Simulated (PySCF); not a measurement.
PySCF (TDDFT excitations, density fitting), isolated neutral molecules in closed-shell states, PBE0-D3(BJ)/def2-SVP geometries kept fixed through all settings. Starting from BHandHLYP/def2-SVPD, one thing was changed at a time: the functional to B3LYP, the functional to HF, the functional to PBE.

Changes against BHandHLYP/def2-SVPD in 4 molecules:

```tsv
molecule	changed to	mean static polarisability (au)	HOMO energy (eV)	lowest singlet excitation energy (eV)	lowest triplet excitation energy (Tamm–Dancoff) (eV)
C1=CC=C1	B3LYP	+0.6	+1.05	-0.06	+0.14
C1=CC=C1	HF	+0.1	-1.19	0.00	-0.44
C1=CC=C1	PBE	+0.9	+1.85	-0.10	+0.16
CCC(C)C	B3LYP	+2.1	+1.52	-0.84	-0.74
CCC(C)C	HF	-2.1	-2.05	+1.12	+0.63
CCC(C)C	PBE	+3.9	+2.70	-1.48	-1.35
CCCNCCC	B3LYP	+3.4	+1.58	-0.77	-0.69
CCCNCCC	HF	-3.3	-2.16	+1.05	+0.88
CCCNCCC	PBE	+6.4	+2.77	-1.38	-1.26
CCN(CC)CC	B3LYP	+3.5	+1.50	-0.98	-0.95
CCN(CC)CC	HF	-3.4	-2.06	+1.46	+1.31
CCN(CC)CC	PBE	+6.6	+2.62	-1.64	-1.61
```

For `CC(C)(C)C` the BHandHLYP/def2-SVPD run gave mean static polarisability 62.7 au, HOMO energy -10.35 eV, lowest singlet excitation energy 9.18 eV, lowest triplet excitation energy (Tamm–Dancoff) 8.94 eV. The changed runs lost their labels:

```
run  mean static polarisability (au)  HOMO energy (eV)  lowest singlet excitation energy (eV)  lowest triplet excitation energy (Tamm–Dancoff) (eV)
  A                             64.9             -8.83                                   8.29                                                  8.13
  B                             66.8             -7.67                                   7.66                                                  7.52
  C                             60.6            -12.39                                  10.45                                                  9.83
```

Question: Which run belongs to which change?

Answer: A: B3LYP; B: PBE; C: HF.

| run | change of mean static polarisability (au), here / mean of the others | change of HOMO energy (eV), here / mean of the others | change of lowest singlet excitation energy (eV), here / mean of the others | change of lowest triplet excitation energy (Tamm–Dancoff) (eV), here / mean of the others | next best match |
| --- | --- | --- | --- | --- | --- |
| A | +2.2 / +2.4 | +1.52 / +1.41 | -0.89 / -0.66 | -0.81 / -0.56 | PBE |
| B | +4.1 / +4.5 | +2.68 / +2.49 | -1.52 / -1.15 | -1.42 / -1.01 | B3LYP |
| C | -2.1 / -2.2 | -2.04 / -1.86 | +1.27 / +0.91 | +0.89 / +0.60 | B3LYP |

Each run is given to the change whose mean effect on the other molecules lies nearest, every quantity measured in units of its scatter between molecules.

Question: Would one quantity have been enough? Give each run to the change with the nearest mean effect on that quantity alone.

Answer: mean static polarisability: 3 of 3 runs rightly; HOMO energy: 3 of 3 runs rightly; lowest singlet excitation energy: 3 of 3 runs rightly; lowest triplet excitation energy (Tamm–Dancoff): 2 of 3 runs rightly.

Only sets that this rule tells apart clearly are shown.
